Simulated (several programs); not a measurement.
## Many methods on one cell: AgI (P6_3mc)

A 4-atom cell of AgI started from a crystallographic database, relaxed with r2SCAN in Ansatz, was computed with several methods. It is hexagonal, P6_3mc (No. 186); conventional cell a = 4.651 Å, c = 7.600 Å, 35.59 Å³ an atom. Around Ag lie 4 I at 2.85 Å; around I lie 4 Ag at 2.85 Å. (Simulation; spin polarisation is off.)

```
Ag I
1.0
     4.65074    0.00000    0.00000
    -2.32537    4.02766    0.00000
     0.00000    0.00000    7.59972
Ag I
2 2
Direct
  0.66667 0.33333 0.62752
  0.33333 0.66667 0.12752
  0.66667 0.33333 0.00248
  0.33333 0.66667 0.50248
```

Gaps and times are for a single point on this cell; volume and bulk modulus come from each method's own relaxation or energy curve at fixed shape, which is too stiff where a cell has free coordinates or axes. Times are rough, from shared hosts (Arm Neoverse V1; Intel Xeon 6975P-C), and each method has its own mesh and cell size. A double dagger marks a value from a curve with shape and coordinates held. PM6 (MOPAC), PM7 (MOPAC), GFN1-xTB (tblite), GFN2-xTB (tblite) treat a cluster of cells at its zone centre, which samples few k points: where these miss a band edge, the gap comes out too large for that reason alone. Gaps from k meshes are read at a limited set of points (mesh, symmetry points, PBE's band edges), so each method's own least gap may be somewhat smaller. xTB and the PM methods were fitted mostly to molecules, and can miss a solid's gap by electronvolts. Minimal bases can be far off for gaps. Times of the plane-wave ladder aren't listed, since it ran on unlike processors and cards. GLLB-SC's gap includes the derivative discontinuity. d marks a direct gap, i an indirect one (no mark: not told apart), a dash a value that wasn't computed or didn't pass its checks.

```csv
method,kind,gap (eV),own volume (Å³/atom),bulk modulus (GPa),atoms computed,processor time
PBEsol,semilocal,–,33.55,–,4,–
GFN1-xTB (tblite),tight binding,2.66,36.15‡,42‡,cluster,2.9 s
light PBE (260 eV and a coarse mesh),light plane-wave,1.38 d,–,–,4,3.2 s
GFN2-xTB (tblite),tight binding,5.56,37.75‡,35‡,cluster,5.6 s
LDA,semilocal,1.08 d,31.99,–,4,–
PBE/SZV (CP2K),small basis,1.74 d,–,–,4,9.1 s
PM7 (MOPAC),semi-empirical,4.15,34.31‡,65‡,cluster,11 s
PBE,semilocal,1.37 d,36.44,26‡,4,–
PBE/single zeta (GPAW),small basis,1.14 d,–,–,4,25 s
PBE/DZVP (CP2K),small basis,1.41 d,37.46‡,25‡,4,26 s
r2SCAN,semilocal,1.86 d,35.59,29‡,4,–
PBE+SOC,semilocal,1.14 d,–,–,4,–
GLLB-SC (GPAW),model potential,2.56,–,–,4,87 s
LC-ωPBE,hybrid,7.27 d,–,–,4,–
PM6 (MOPAC),semi-empirical,2.29,–,–,cluster,3.5 min
HSE06,hybrid,2.53 d,36.29,–,4,–
PBE0,hybrid,3.19 d,–,–,4,–
DDH-PBE0,hybrid,2.78 d,–,–,4,–
```

Against HSE06 (2.53 eV) and with closed or daggered gaps left aside, the nearest gap at the points sampled is that of GLLB-SC (GPAW) (+0.03 eV) and the farthest that of LC-ωPBE (+4.74 eV). HSE06 is only a yardstick of convenience, and nearness to it can be luck.

Volumes against r2SCAN's: PBEsol -5.7 %, LDA -10.1 %, PBE +2.4 %, HSE06 +2.0 %.

Only the rows marked +SOC include spin-orbit coupling.
